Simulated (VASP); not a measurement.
# Be (P6_3/mmc) in VASP: a series of runs

Runs on Be. Level: LDA. Tasks: single point.

Program: VASP 6.6.1. These are calculated values, not measurements. Logs are shortened: lines on timing, memory, paths and dates and some standing lists are left out, and cuts for length are marked.

## 1. The crystal as given

Symmetry: P6_3/mmc, No. 194, hexagonal system. The conventional cell has a = 2.285 Å, b = 2.285 Å, c = 3.584 Å, α = 90.00°, β = 90.00°, γ = 120.00°. Be (site symmetry -6m2) has 12 Be at 2.23 to 2.29 Å as nearest neighbours.

## 2. Single point, LDA

The input, INCAR:

```
  ADDGRID = F
  ALGO = Normal
  EDIFF = 1E-6
  ENCUT = 280
  GGA = CA
  ISIF = 2
  ISMEAR = 1
  LASPH = T
  LCHARG = F
  LREAL = F
  LWAVE = F
  NELM = 100
  PREC = Accurate
  SIGMA = 0.2
```

The input, KPOINTS:

```
k-points
0
Gamma
  8 8 5
```

The input, POSCAR:

```
Be
1.0
    2.2853000000      0.0000000000      0.0000000000
   -1.1426500000      1.9791278553      0.0000000000
    0.0000000000      0.0000000000      3.5842000000
Be
2
Direct
    0.6666666667      0.3333333333      0.7500000000
    0.3333333333      0.6666666667      0.2500000000
```

Potentials or basis: VASP PAW LDA potentials, release 64 (Be).

Run with:

```console
> cat potpaw_LDA.64/Be/POTCAR > POTCAR
> mpirun -np 1 vasp_std > vasp.out
```

OUTCAR:

```text
EDIFF = 1E-6
   ENCUT = 280
   GGA = CA
   ISIF = 2
   ISMEAR = 1
   LASPH = T
   LREAL = F
   NELM = 100
   PREC = Accurate

 Found     30 irreducible k-points:

 Following reciprocal coordinates:
            Coordinates               Weight
  0.000000  0.000000  0.000000      1.000000
  0.125000 -0.000000  0.000000      6.000000
  0.250000 -0.000000  0.000000      6.000000
  0.375000  0.000000  0.000000      6.000000
  0.500000 -0.000000  0.000000      3.000000
  0.125000  0.125000  0.000000      6.000000
   k-points           NKPTS =     30   k-points in BZ     NKDIM =     30   number of bands    NBANDS=      6
   number of dos      NEDOS =    301   number of ions     NIONS =      2
   total plane-waves  NPLWV =   2880
   dimension x,y,z NGX =    12 NGY =   12 NGZ =   20
   dimension x,y,z NGXF=    24 NGYF=   24 NGZF=   40
   ions per type =               2
   NGX,Y,Z   is equivalent  to a cutoff of   8.73,  8.73,  9.28 a.u.
   NGXF,Y,Z  is equivalent  to a cutoff of  17.46, 17.46, 18.55 a.u.
 SYSTEM =  unknown system
   PREC   = accura    normal or accurate (medium, high low for compatibility)
   ISTART =      0    job   : 0-new  1-cont  2-samecut
   ICHARG =      2    charge: 1-file 2-atom 10-const
   ISPIN  =      1    spin polarized calculation?
   LNONCOLLINEAR =      F non collinear calculations
   LSORBIT =      F    spin-orbit coupling
   LASPH  =      T    aspherical Exc in radial PAW
   ENCUT  =  280.0 eV  20.58 Ry    4.54 a.u.   3.12  3.12  4.89*2*pi/ulx,y,z
   NELM   =    100;   NELMIN=  2; NELMDL= -5     # of ELM steps
   EDIFF  = 0.1E-05   stopping-criterion for ELM
[... 30 lines left out ...]
 non-spin polarized calculation
 Methfessel and Paxton  Order N= 1 SIGMA  =   0.20
  energy-cutoff  :      280.00
  volume of cell :       16.21
 maximum number of plane-waves:       183
   NGX =  7   NGY =  7   NGZ =  9

 number of electron       4.0000000 magnetization

 Free energy of the ion-electron system (eV)
  ---------------------------------------------------
  ext. energy  EPLUGINS =         0.00000000
  ---------------------------------------------------
  free energy    TOTEN  =        -8.37389852 eV

  energy without entropy =       -8.37184136  energy(sigma->0) =       -8.37321280

 E-fermi :   7.2423     XC(G=0): -10.5399

 val. band max:        6.2399517607   @ k =   0.2500   0.1250   0.0000
 cond. band min:       7.2729856033   @ k =   0.3750   0.2500   0.4000
 fundamental gap:      1.0330338426
 Fermi energy:         7.2422835587

 k-point     1 :       0.0000    0.0000    0.0000
  band No.  band energies     occupation
      1      -4.4947      2.00000
      2       2.2633      2.00000
      3       7.7797     -0.00096
      4      21.9283      0.00000
      5      21.9283      0.00000
      6      24.7429      0.00000

 k-point     2 :       0.1250   -0.0000    0.0000
  band No.  band energies     occupation
      1      -4.0578      2.00000
      2       2.8380      2.00000
      3       7.8871     -0.00005
      4      19.0580      0.00000
      5      20.0627      0.00000
      6      24.6471      0.00000

 k-point     3 :       0.2500   -0.0000    0.0000
  band No.  band energies     occupation
      1      -2.7454      2.00000
      2       4.5505      2.00000
      3       7.9104     -0.00002
      4      14.4851      0.00000
      5      17.6938      0.00000
      6      22.0451      0.00000

 k-point     4 :       0.3750    0.0000    0.0000
  band No.  band energies     occupation
      1      -0.5836      2.00000
      2       6.1412      2.00000
      3       7.3318      0.32036
      4      12.6456      0.00000
      5      16.1397      0.00000
      6      16.7488      0.00000

 k-point     5 :       0.5000   -0.0000    0.0000
  band No.  band energies     occupation
      1       1.6719      2.00000
      2       3.5024      2.00000
      3      10.1010     -0.00000
      4      13.0103      0.00000
      5      13.2060      0.00000
      6      15.6081      0.00000

 k-point     6 :       0.1250    0.1250    0.0000
  band No.  band energies     occupation
      1      -3.1816      2.00000
      2       3.9822      2.00000
      3       8.0370     -0.00000
      4      15.9949      0.00000
      5      17.2149      0.00000
      6      23.6975      0.00000

 [... further k-points ...]
[... 5 lines left out ...]
  --------------------------------------------------------------------------------------
  -------------------------------------------------------------------------------------
  Total       -0.9137247     -0.9137247     -0.5669940      0.0000000      0.0000000      0.0000000
  in kB      -90.3060047    -90.3060047    -56.0376233      0.0000000      0.0000000      0.0000000
  external PRESSURE =     -78.8832109 kB  Pullay stress =       0.0000000 kB

 VOLUME and BASIS-vectors are now :
 -----------------------------------------------------------------------------
  energy-cutoff  :      280.00
  volume of cell :       16.21
      direct lattice vectors                 reciprocal lattice vectors
     2.285300000  0.000000000  0.000000000     0.437579311  0.252636533  0.000000000
    -1.142650000  1.979127855  0.000000000     0.000000000  0.505273066  0.000000000
     0.000000000  0.000000000  3.584200000     0.000000000  0.000000000  0.279002288

 POSITION                                       TOTAL-FORCE (eV/Angst)
 -----------------------------------------------------------------------------------
      1.14265      0.65971      2.68815        -0.000000      0.000000      0.000000
     -0.00000      1.31942      0.89605         0.000000     -0.000000      0.000000
 -----------------------------------------------------------------------------------
    total drift:                                0.000000     -0.000000      0.000000

  FREE ENERGIE OF THE ION-ELECTRON SYSTEM (eV)
  ---------------------------------------------------
  free  energy   TOTEN  =        -8.3738985242 eV

  energy  without entropy=       -8.3718413583  energy(sigma->0) =       -8.37321280
```

Wall time 0.7 s (1 thread of AMD EPYC 9R45 (Zen 5), shared host); peak memory 0.07 GiB.

The run converged, but some of its settings lie outside the range that counts as converged, so its numbers aren't taken as properties of the crystal.

Results:

```
Free energy            : -8.3739 eV
Band gap on the k mesh : none (metal or under the smearing width)
```

Caveat: the k mesh is coarse (spacing up to 0.40 Å⁻¹), so the values aren't converged; the cutoff is under 1.25 times the usual one of these potentials, so pressure, stress and relaxed cells hold a basis-set (Pulay) error.

## 3. Single point, LDA

INCAR is that of step 2.

KPOINTS is that of step 2.

The input, POSCAR:

```
Be
1.0
    2.2853000000      0.0000000000      0.0000000000
   -1.1426500000      1.9791278553      0.0000000000
    0.0000000000      0.0000000000      3.5842000000
Be
2
Direct
    0.6556040000      0.3139550000      0.7387090000
    0.3030700000      0.6820070000      0.2728280000
```

Potentials or basis: VASP PAW LDA potentials, release 64 (Be).

Run with:

```console
> cat potpaw_LDA.64/Be/POTCAR > POTCAR
> mpirun -np 1 vasp_std > vasp.out
```

Wall time 1.9 s (1 thread of AMD EPYC 9R45 (Zen 5), shared host); peak memory 0.07 GiB.

The run converged, but some of its settings lie outside the range that counts as converged, so its numbers aren't taken as properties of the crystal.

Results:

| Property | Result |
| --- | --- |
| Free energy | -8.3020 eV |
| Largest force | 0.963 eV/Å |
| Band gap on the k mesh | none (metal or under the smearing width) |

Caveat: the k mesh is coarse (spacing up to 0.40 Å⁻¹), so the values aren't converged; the cutoff is under 1.25 times the usual one of these potentials, so pressure, stress and relaxed cells hold a basis-set (Pulay) error.

## 4. Single point, LDA

Edit INCAR of step 3 so:

```diff
@@ -3,3 +3,3 @@
   EDIFF = 1E-6
-  ENCUT = 280
+  ENCUT = 520
   GGA = CA
```

The input, KPOINTS:

```
k-points
0
Gamma
  6 6 4
```

The input, POSCAR:

```
Be
1.0
    2.2853000000      0.0000000000      0.0000000000
   -1.1426500000      1.9791278553      0.0000000000
    0.0000000000      0.0000000000      3.5842000000
Be
2
Direct
    0.6666666667      0.3333333333      0.7500000000
    0.3333333333      0.6666666667      0.2500000000
```

Run with:

```console
> cat potpaw_LDA.64/Be/POTCAR > POTCAR
> mpirun -np 1 vasp_std > vasp.out
```

Wall time 1.1 s (1 thread of AMD EPYC 9R45 (Zen 5), shared host); peak memory 0.08 GiB.

These settings aren't checked as converged: the numbers below hold their error.

What came out:

| Quantity | Value |
| --- | --- |
| Free energy | -8.3337 eV |
| Pressure | -7.5 GPa |
| Band gap on the k mesh | none (metal or under the smearing width) |

Caveat: the k mesh is coarse (spacing up to 0.53 Å⁻¹), so the values aren't converged.

## 5. Single point, LDA

INCAR is that of step 4.

KPOINTS is that of step 4.

The input, POSCAR:

```
Be
1.0
    2.2853000000      0.0000000000      0.0000000000
   -1.1426500000      1.9791278553      0.0000000000
    0.0000000000      0.0000000000      3.5842000000
Be
2
Direct
    0.6556040000      0.3139550000      0.7387090000
    0.3030700000      0.6820070000      0.2728280000
```

Run with:

```console
> cat potpaw_LDA.64/Be/POTCAR > POTCAR
> mpirun -np 1 vasp_std > vasp.out
```

Wall time 2.7 s (1 thread of AMD EPYC 9R45 (Zen 5), shared host); peak memory 0.08 GiB.

These settings aren't checked as converged: the numbers below hold their error.

What came out:

* Free energy: -8.2618 eV
* Pressure: -6.0 GPa
* Largest force: 0.942 eV/Å
* Band gap on the k mesh: none (metal or under the smearing width)

Caveat: the k mesh is coarse (spacing up to 0.53 Å⁻¹), so the values aren't converged.

## 6. Single point, LDA

Edit INCAR of step 5 so:

```diff
@@ -3,3 +3,3 @@
   EDIFF = 1E-6
-  ENCUT = 520
+  ENCUT = 650
   GGA = CA
```

KPOINTS is that of step 5.

The input, POSCAR:

```
Be
1.0
    2.2853000000      0.0000000000      0.0000000000
   -1.1426500000      1.9791278553      0.0000000000
    0.0000000000      0.0000000000      3.5842000000
Be
2
Direct
    0.6666666667      0.3333333333      0.7500000000
    0.3333333333      0.6666666667      0.2500000000
```

Potentials or basis: VASP PAW LDA potentials, release 64 (Be).

Run with:

```console
> cat potpaw_LDA.64/Be/POTCAR > POTCAR
> mpirun -np 1 vasp_std > vasp.out
```

Run time: 1.3 s. Hardware: 1 thread of AMD EPYC 9R45 (Zen 5), shared host; peak memory 0.08 GiB.

These settings aren't checked as converged: the numbers below hold their error.

Results:

```yaml
Free_energy: -8.3338 eV
Pressure: -7.5 GPa
Band_gap_on_the_k_mesh: none (metal or under the smearing width)
```

Caveat: the k mesh is coarse (spacing up to 0.53 Å⁻¹), so the values aren't converged.
